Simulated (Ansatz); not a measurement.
ZnS built on the wurtzite prototype at its r2SCAN geometry, run in Ansatz at 2 levels of theory. Spin-unpolarised throughout; all numbers are computed.

The r2SCAN input:
```yaml
crystal:
  lattice:
    - [3.8054508444, 0.0, 0.0]
    - [-1.9027254222, 3.2956171041, 0.0]
    - [0.0, 0.0, 6.2439931014]
  atoms:
    - { symbol: Zn, position: [0.3333333333, 0.6666666667, 0.0003381269] }
    - { symbol: Zn, position: [0.6666666667, 0.3333333333, 0.5003381269] }
    - { symbol: S, position: [0.3333333333, 0.6666666667, 0.3746618731] }
    - { symbol: S, position: [0.6666666667, 0.3333333333, 0.8746618731] }
kpoints:
  mp_grid: { grid: [12, 12, 4] }
  band_path:
    path:
      - [0.0, 0.0, 0.0]
      - [0.5, 0.0, 0.0]
      - [0.3333333333, 0.3333333333, 0.0]
      - [0.0, 0.0, 0.5]
      - [0.5, 0.0, 0.5]
      - [0.3333333333, 0.3333333333, 0.5]
    npoints: 1
hamiltonian:
  xc: r2scan
scf:
  occupations: { method: fixed }
  n_extra_bands: 5
output:
  forces: true
  stress: true
  eigenvalues: true
```

Main results, then, where recorded, the levels near the gap in eV from the Fermi energy (columns number the bands from 0), one row a point of the path (Γ, M, K, A, L, H):
```
Crystal: 4 atoms, lattice volume = 78.308 Å³
Symmetry: 12 space group operations
Space group: P63mc (ITA 186)
```
```
Basis set: ecut = 500 eV, 1973 PW (Γ)
k-points: 57 of 576 (time reversal used)
SCF 1 converged in 7 iterations: F = -8466.890774 eV  dr2 = 2.28e-8
Free energy (F): -8466.890774 eV
Fermi energy:    5.628693 eV
--- Forces (eV/Å), atoms counted from 1 ---
  atom   1  Zn      0.00000      0.00000      0.00282
  atom   2  Zn      0.00000      0.00000      0.00282
  atom   3  S       0.00000      0.00000    -0.00284
  atom   4  S       0.00000      0.00000    -0.00284
--- Stress (GPa, compression-positive) ---
        0.042461       0.000000       0.000000
        0.000000       0.042461       0.000000
        0.000000       0.000000       0.030992
  P = ⅓ Tr σ = 0.0386 GPa (0.386 kbar)
```
```tsv
band_13	band_14	band_15	band_16	band_17	band_18	band_19	band_20
-0.922	-0.922	-0.085	0.000	0.000	2.781	3.610	6.772
-4.186	-3.358	-2.313	-1.728	-0.914	4.037	4.764	5.441
-4.370	-3.968	-2.386	-2.386	-2.149	4.538	6.461	6.461
-2.899	-0.481	-0.481	-0.481	-0.481	4.101	4.101	7.227
-4.962	-1.683	-1.683	-1.665	-1.665	3.955	3.955	5.641
-4.830	-3.136	-3.136	-1.403	-1.403	4.981	4.981	6.685
```

The r2SCAN gap is direct at Γ: 2.78 eV.

Q: Another run on the same cell gave
```
Basis set: ecut = 420 eV, 1521 PW (Γ)
k-points: 21 of 144 (time reversal used)
SCF 1 stopped early in 3 iterations: F = -8445.438028 eV  dr2 = 1.68e-5
SCF 2 stopped early in 8 iterations: F = -8446.794022 eV  dr2 = 1.64e-6
hybrid outer 1: dexx = +2.164e-2 eV, tail = 7.64e-5 eV
SCF 3 converged in 7 iterations: F = -8446.792856 eV  dr2 = 3.41e-10
hybrid outer 2: dexx = +2.270e-6 eV, tail = 2.65e-8 eV, Δε = 3.56e-3 eV, ΔF = 2.59e-4 eV/Å
Free energy (F): -8446.792854 eV
Fermi energy:    5.174190 eV
--- Forces (eV/Å), atoms counted from 1 ---
  atom   1  Zn      0.00000      0.00000    -0.00188
  atom   2  Zn      0.00000      0.00000    -0.00188
  atom   3  S       0.00000      0.00000      0.00186
  atom   4  S       0.00000      0.00000      0.00186
--- Stress (GPa, compression-positive) ---
        1.644224       0.000000       0.000000
        0.000000       1.644224       0.000000
        0.000000       0.000000       1.503960
  P = ⅓ Tr σ = 1.5975 GPa (15.975 kbar)
```
```tsv
band_13	band_14	band_15	band_16	band_17	band_18	band_19	band_20
-0.955	-0.955	-0.084	0.000	0.000	3.444	4.348	7.592
-4.430	-3.496	-2.378	-1.798	-0.944	4.783	5.549	6.172
-4.572	-4.117	-2.495	-2.495	-2.268	5.259	7.411	7.411
-3.109	-0.499	-0.499	-0.499	-0.499	4.840	4.840	8.046
-5.311	-1.737	-1.737	-1.719	-1.719	4.684	4.684	6.408
-5.098	-3.289	-3.289	-1.431	-1.431	5.751	5.751	7.462
```
Which level of theory and mesh gave it?

A: It is HSE06, judged by the exchange loop and the size of the gap (a near hybrid could fit too), on 6×6×4; the blocks that differ from the first input, but for the band path:
```yaml
kpoints:
  mp_grid: { grid: [6, 6, 4] }
hamiltonian:
  xc: hse06
```
With HSE06 the gap is 3.44 eV and direct, at Γ. The mean pressure is +1.6 GPa (compression positive), so HSE06 would enlarge the cell's volume. (The program warns that its thresholds are loose for a hybrid's stress.)

Small level splittings and stresses of the hybrids carry the error of their coarser meshes.

Totals of different functionals can't be compared.

The meshes of the hybrids are coarse, so their gaps aren't converged to the digits shown.
